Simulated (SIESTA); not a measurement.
## Nb in SIESTA: convergence with ElectronicTemperature

Crystal: Nb.

```xyz
1
Lattice="-0.0410 2.1934 2.1088 2.0464 0.0498 2.0180 2.1263 2.1824 -0.0300" Properties=species:S:1:pos:R:3 pbc="T T T"
Nb   -0.0098    0.0653    0.0554
```

The cell isn't the ideal one: cell strained at random at fixed volume.

```yaml
Program: SIESTA 5.4.2
Task: single point
Functional: RPBE
Potentials_or_basis: PseudoDojo 0.4 standard (PBE files)
Basis: DZP (energy shift 0.002 Ry; radii capped at 9.5 bohr)
Grid_cutoff: 800 Ry
Energy_shift: 0.002 Ry
k_mesh: 8 × 8 × 8
Occupations: fermi-dirac, width 0.5 eV
Spin: no spin polarisation
```

These are the settings of the first run; the series varies ElectronicTemperature, with any setting tied to it.

Hardware: 1 thread of Arm Neoverse V2, with other jobs on the host.

| ElectronicTemperature | energy less the tightest run, at zero smearing (meV/atom) | pressure (GPa) | SCF cycles | CPU time (s) | peak memory (GiB) |
| --- | --- | --- | --- | --- | --- |
| 0.5 | -43.69 | 5.99 | 7 | 50 | 0.31 |
| 0.3 | -18.19 | 2.86 | 9 | 57 | 0.31 |
| 0.2 | -8.06 | 1.78 | 9 | 57 | 0.31 |
| 0.1 | -1.00 | 1.02 | 8 | 54 | 0.31 |
| 0.05 | 0.06 | 0.76 | 9 | 57 | 0.31 |
| 0.025 | 0.04 | 0.66 | 9 | 57 | 0.31 |
| 0.01 | 0.00 | 0.63 | 9 | 58 | 0.31 |

Against the tightest run, the energy stays within 1 meV/atom from 0.05 on; the pressure stays within 0.1 GPa from 0.025 on. The tightest run that finished is the yardstick and may itself not be fully converged.

Caveat, for the tightest run too: semicore shells carry a single zeta, which can move pressures by several GPa and volumes by a few percent; the potentials were made for another functional, which shifts forces and pressure; the basis of atomic orbitals isn't converged, which shifts pressures, moduli and gaps.
